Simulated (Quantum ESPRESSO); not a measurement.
Pb: Wannier functions under several settings

```
Pb
1.0
    -1.97966    1.97966    1.97966
     1.97966   -1.97966    1.97966
     1.97966    1.97966   -1.97966
Pb
1
Direct
  0.00000 0.00000 0.00000
```

This isn't the form of Pb at room conditions, which is fcc.

All runs used Quantum ESPRESSO 7.5; potentials GBRV 1.5 LDA; k mesh 7 × 7 × 7; given cell; no spin polarisation; cutoff 612 eV; occupations fermi-dirac, width 0.05 eV.

| level | start | Wannier mesh | spread a function (Å²) | RMS miss of the bands (meV) |
| --- | --- | --- | --- | --- |
| LDA | atomic projections with disentanglement | 5 × 5 × 5 | 1.19 | 103 |
| LDA | atomic projections with disentanglement, not minimised | 5 × 5 × 5 | ? | ? |
| LDA | SCDM with an erfc weight | 5 × 5 × 5 | 1.31 | 81 |

Problem. What stands in the row left open?

Solution. Spread a function 1.44 Å²; RMS miss of the bands 105 meV.

For the row left open. Caveat: the k mesh is coarse.
